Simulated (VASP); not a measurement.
# RbBr (Fm-3m) in VASP: a series of runs

The runs below take RbBr through single point, with r2SCAN.

All numbers are computed with VASP 6.6.1; they aren't measurements. Logs are shortened: lines on timing, memory, paths and dates and some standing lists are left out, and cuts for length are marked.

## 1. Starting point

The structure is cubic, space group Fm-3m (No. 225). The conventional cell has a = 6.854 Å, b = 6.854 Å, c = 6.854 Å, α = 90.00°, β = 90.00°, γ = 90.00°. Rb (site symmetry m-3m) is surrounded by 6 Br at 3.43 Å. Br (site symmetry m-3m) has 6 Rb at 3.43 Å as nearest neighbours.

## 2. Single point, r2SCAN

INCAR reads:

```
SYSTEM = RbBr
PREC = Accurate
ENCUT = 400
EDIFF = 1E-6
ISMEAR = 0
SIGMA = 0.05
LREAL = .FALSE.
LASPH = .FALSE.
NELM = 100
ALGO = Normal
ISIF = 2
LWAVE = .FALSE.
LCHARG = .FALSE.
METAGGA = R2SCAN
LMIXTAU = .TRUE.
ADDGRID = .FALSE.
```

KPOINTS reads:

```
Automatic mesh
0
G
  5 5 5
  0 0 0
```

POSCAR reads:

```
RbBr
1.0
    0.0000000000      3.4270000000      3.4270000000
    3.4270000000      0.0000000000      3.4270000000
    3.4270000000      3.4270000000      0.0000000000
Rb Br
1 1
Direct
    0.0000000000      0.0000000000      0.0000000000
    0.5000000000      0.5000000000      0.5000000000
```

Potentials or basis: VASP PAW PBE potentials, release 64 (Rb_sv, Br).

On the command line:

```bash
$ cat potpaw_PBE.64/Rb_sv/POTCAR potpaw_PBE.64/Br/POTCAR > POTCAR
$ mpirun -np 1 vasp_std > vasp.out
```

OUTCAR:

```text
SYSTEM = RbBr
   PREC = Accurate
   ENCUT = 400
   EDIFF = 1E-6
   ISMEAR = 0
   LREAL = .FALSE.
   LASPH = .FALSE.
   NELM = 100
   ISIF = 2
   METAGGA = R2SCAN
     LASPH = .TRUE.)

 Found     10 irreducible k-points:

 Following reciprocal coordinates:
            Coordinates               Weight
  0.000000  0.000000  0.000000      1.000000
  0.200000  0.000000  0.000000      8.000000
  0.400000  0.000000  0.000000      8.000000
  0.200000  0.200000  0.000000      6.000000
  0.400000  0.200000  0.000000     24.000000
 -0.400000  0.200000  0.000000     24.000000
   k-points           NKPTS =     10   k-points in BZ     NKDIM =     10   number of bands    NBANDS=     12
   number of dos      NEDOS =    301   number of ions     NIONS =      2
   total plane-waves  NPLWV =  32768
   dimension x,y,z NGX =    32 NGY =   32 NGZ =   32
   dimension x,y,z NGXF=    64 NGYF=   64 NGZF=   64
   ions per type =               1   1
   NGX,Y,Z   is equivalent  to a cutoff of  10.98, 10.98, 10.98 a.u.
   NGXF,Y,Z  is equivalent  to a cutoff of  21.95, 21.95, 21.95 a.u.
 SYSTEM =  RbBr
   PREC   = accura    normal or accurate (medium, high low for compatibility)
   ISTART =      0    job   : 0-new  1-cont  2-samecut
   ICHARG =      2    charge: 1-file 2-atom 10-const
   ISPIN  =      1    spin polarized calculation?
   LNONCOLLINEAR =      F non collinear calculations
   LSORBIT =      F    spin-orbit coupling
   LASPH  =      F    aspherical Exc in radial PAW
   ENCUT  =  400.0 eV  29.40 Ry    5.42 a.u.   7.90  7.90  7.90*2*pi/ulx,y,z
   NELM   =    100;   NELMIN=  2; NELMDL= -5     # of ELM steps
   EDIFF  = 0.1E-05   stopping-criterion for ELM
   LREAL  =      F    real-space projection
   EDIFFG = 0.1E-04   stopping-criterion for IOM
   NSW    =      0    number of steps for IOM
   IBRION =     -1    ionic relax: 0-MD 1-quasi-New 2-CG
   NFREE  =      0    steps in history (QN), initial steepest desc. (CG)
   ISIF   =      2    stress and relaxation
   ISYM   =      2    0-nonsym 1-usesym 2-fastsym
   POTIM  = 0.5000    time-step for ionic-motion
   TEBEG  =    0.0;   TEEND  =   0.0 temperature during run
   PSTRESS=    0.0 pullay stress
   NELECT =      16.0000    total number of electrons
   NUPDOWN=      -1.0000    fix difference up-down
   EMIN   =  10.00;   EMAX   =-10.00  energy-range for DOS
   EFERMI =   0.00;   METHOD = LEGACY
   ISMEAR =     0;   SIGMA  =   0.05  broadening in eV -4-tet -1-fermi 0-gaus
   EFERMI_NEDOS =   21; number of points for ismear=-14 and -15
   IALGO  =     38    algorithm
   IMIX   =      4    mixing-type and parameters
     AMIX     =   0.40;   BMIX     =  1.00
     AMIX_MAG =   1.60;   BMIX_MAG =  1.00
  volume/ion in A,a.u.               =      40.25       271.61
  Fermi-wavevector in a.u.,A,eV,Ry     =   0.955412  1.805467 12.419564  0.912812
  Thomas-Fermi vector in A             =   2.084247
   LORBIT       =      0    0 simple, 1 ext, 2 COOP (PROOUT), +10 PAW based schemes
   METAGGA = R2SCAN    functional components
   LHFCALC =     F    Hartree Fock is set to
   AEXX    =    0.0000 exact exchange contribution
   IVDW    =     0    specifies the selected vdW correction
   LEPSILON=     F    determine dielectric tensor
   LRPA    =     F    only Hartree local field effects (RPA)
 non-spin polarized calculation
 Gauss-broadening in eV      SIGMA  =   0.05
  energy-cutoff  :      400.00
  volume of cell :       80.50
 maximum number of plane-waves:      1476
   NGX = 15   NGY = 15   NGZ = 15

 number of electron      15.9999999 magnetization

 Free energy of the ion-electron system (eV)
  ---------------------------------------------------
  ext. energy  EPLUGINS =         0.00000000
  ---------------------------------------------------
  free energy    TOTEN  =       -31.15153182 eV

  energy without entropy =      -31.15153182  energy(sigma->0) =      -31.15153182

 E-fermi :  -1.8318     XC(G=0):  -7.6317

 val. band max:       -2.1587632310   @ k =   0.0000   0.0000   0.0000
 cond. band min:       2.8109604325   @ k =   0.0000   0.0000   0.0000
 fundamental gap:      4.9697236635
 Fermi energy:        -1.8318203695

 k-point     1 :       0.0000    0.0000    0.0000
  band No.  band energies     occupation
      1     -27.3129      2.00000
      2     -14.7726      2.00000
      3     -10.8422      2.00000
      4     -10.8422      2.00000
      5     -10.8422      2.00000
      6      -2.1588      2.00000
      7      -2.1588      2.00000
      8      -2.1588      2.00000
      9       2.8110      0.00000
     10       5.7220      0.00000
     11       5.7220      0.00000
     12       5.7220      0.00000

 k-point     2 :       0.2000    0.0000    0.0000
  band No.  band energies     occupation
      1     -27.3095      2.00000
      2     -14.7873      2.00000
      3     -10.8444      2.00000
      4     -10.8444      2.00000
      5     -10.8236      2.00000
      6      -2.5507      2.00000
      7      -2.2855      2.00000
      8      -2.2855      2.00000
      9       3.6813      0.00000
     10       5.5093      0.00000
     11       6.2107      0.00000
     12       6.2107      0.00000

 k-point     3 :       0.4000    0.0000    0.0000
  band No.  band energies     occupation
      1     -27.3041      2.00000
      2     -14.8108      2.00000
      3     -10.8478      2.00000
      4     -10.8478      2.00000
      5     -10.7936      2.00000
      6      -3.0542      2.00000
      7      -2.4762      2.00000
      8      -2.4762      2.00000
      9       4.9602      0.00000
     10       5.9146      0.00000
     11       7.5185      0.00000
     12       7.5185      0.00000

 k-point     4 :       0.2000    0.2000    0.0000
  band No.  band energies     occupation
      1     -27.3085      2.00000
      2     -14.7792      2.00000
      3     -10.8667      2.00000
      4     -10.8667      2.00000
      5     -10.8191      2.00000
      6      -2.6586      2.00000
      7      -2.2316      2.00000
      8      -2.2316      2.00000
      9       3.8051      0.00000
     10       4.8475      0.00000
     11       6.7386      0.00000
     12       6.7386      0.00000

 k-point     5 :       0.4000    0.2000    0.0000
  band No.  band energies     occupation
      1     -27.3038      2.00000
      2     -14.7786      2.00000
      3     -10.8816      2.00000
      4     -10.8767      2.00000
      5     -10.8484      2.00000
      6      -2.8512      2.00000
      7      -2.4311      2.00000
      8      -2.3635      2.00000
      9       4.7242      0.00000
     10       5.1194      0.00000
     11       7.6858      0.00000
     12       7.8870      0.00000

 k-point     6 :      -0.4000    0.2000    0.0000
  band No.  band energies     occupation
      1     -27.3020      2.00000
      2     -14.7862      2.00000
      3     -10.9171      2.00000
      4     -10.8607      2.00000
      5     -10.8220      2.00000
      6      -2.9479      2.00000
      7      -2.5016      2.00000
      8      -2.4912      2.00000
      9       5.2686      0.00000
     10       5.9003      0.00000
     11       7.4430      0.00000
     12       7.8689      0.00000

 [... further k-points ...]

------------------------ aborting loop because EDIFF is reached ----------------------------------------

  FORCE on cell =-STRESS in cart. coord.  units (eV):
  Direction    XX          YY          ZZ          XY          YZ          ZX
  --------------------------------------------------------------------------------------
  -------------------------------------------------------------------------------------
  Total        0.2366715      0.2366715      0.2366715     -0.0000000     -0.0000000      0.0000000
  in kB        4.7106868      4.7106868      4.7106868     -0.0000000     -0.0000000      0.0000000
  external PRESSURE =       4.7106868 kB  Pullay stress =       0.0000000 kB

 VOLUME and BASIS-vectors are now :
 -----------------------------------------------------------------------------
  energy-cutoff  :      400.00
  volume of cell :       80.50
      direct lattice vectors                 reciprocal lattice vectors
     0.000000000  3.427000000  3.427000000    -0.145900204  0.145900204  0.145900204
     3.427000000  0.000000000  3.427000000     0.145900204 -0.145900204  0.145900204
     3.427000000  3.427000000  0.000000000     0.145900204  0.145900204 -0.145900204

 POSITION                                       TOTAL-FORCE (eV/Angst)
 -----------------------------------------------------------------------------------
      0.00000      0.00000      0.00000         0.000000     -0.000000     -0.000000
      3.42700      3.42700      3.42700        -0.000000      0.000000      0.000000
 -----------------------------------------------------------------------------------
    total drift:                                0.000000     -0.000000     -0.000000

  FREE ENERGIE OF THE ION-ELECTRON SYSTEM (eV)
  ---------------------------------------------------
  free  energy   TOTEN  =       -31.1515318196 eV

  energy  without entropy=      -31.1515318196  energy(sigma->0) =      -31.15153182
```

Run time: 43 s. Hardware: 1 thread of AMD EPYC 7R13 (Zen 3), shared host; peak memory 0.15 GiB.

The run converged, but some of its settings lie outside the range that counts as converged, so its numbers aren't taken as properties of the crystal.

What came out:

* Free energy: -31.1515 eV
* Pressure: 0.5 GPa
* Band gap on the k mesh: 4.97 eV, direct

Caveat: the PAW data sets were made with another functional, which shifts forces and pressure a little.

## 3. Single point, r2SCAN

INCAR reads:

```
SYSTEM = RbBr
PREC = Normal
ENCUT = 400
EDIFF = 1E-4
ISMEAR = 0
SIGMA = 0.05
LREAL = Auto
LASPH = .TRUE.
NELM = 100
ALGO = Normal
ISIF = 2
LWAVE = .FALSE.
LCHARG = .FALSE.
METAGGA = R2SCAN
LMIXTAU = .TRUE.
ADDGRID = .FALSE.
```

KPOINTS is that of step 2.

POSCAR is that of step 2.

Potentials or basis: VASP PAW PBE potentials, release 64 (Rb_sv, Br).

On the command line:

```bash
$ cat potpaw_PBE.64/Rb_sv/POTCAR potpaw_PBE.64/Br/POTCAR > POTCAR
$ mpirun -np 1 vasp_std > vasp.out
```

Run time: 32 s. Hardware: 1 thread of AMD EPYC 7R13 (Zen 3), shared host; peak memory 0.1 GiB.

The run converged, but some of its settings lie outside the range that counts as converged, so its numbers aren't taken as properties of the crystal.

Results:

- Free energy: -31.1525 eV
- Pressure: 0.5 GPa
- Band gap on the k mesh: 4.97 eV, direct

Caveat: the PAW data sets were made with another functional, which shifts forces and pressure a little.

## 4. Single point, r2SCAN

INCAR reads:

```
SYSTEM = RbBr
PREC = Accurate
ENCUT = 250
EDIFF = 1E-6
ISMEAR = 0
SIGMA = 0.05
LREAL = .FALSE.
LASPH = .TRUE.
NELM = 100
ALGO = Normal
ISIF = 2
LWAVE = .FALSE.
LCHARG = .FALSE.
METAGGA = R2SCAN
LMIXTAU = .TRUE.
ADDGRID = .FALSE.
```

KPOINTS reads:

```
Automatic mesh
0
G
  7 7 7
  0 0 0
```

POSCAR is that of step 3.

On the command line:

```bash
$ cat potpaw_PBE.64/Rb_sv/POTCAR potpaw_PBE.64/Br/POTCAR > POTCAR
$ mpirun -np 1 vasp_std > vasp.out
```

It took 66 s on 1 thread of AMD EPYC 7R13 (Zen 3), shared host; peak memory 0.12 GiB.

These settings aren't checked as converged: the numbers below hold their error.

What came out:

* Free energy: -31.1520 eV
* Band gap on the k mesh: 4.97 eV, direct

Caveat: the cutoff is under 1.25 times the usual one of these potentials, so pressure, stress and relaxed cells hold a basis-set (Pulay) error; the PAW data sets were made with another functional, which shifts forces and pressure a little; an odd mesh through Γ misses points on the zone boundary, where band edges often lie.
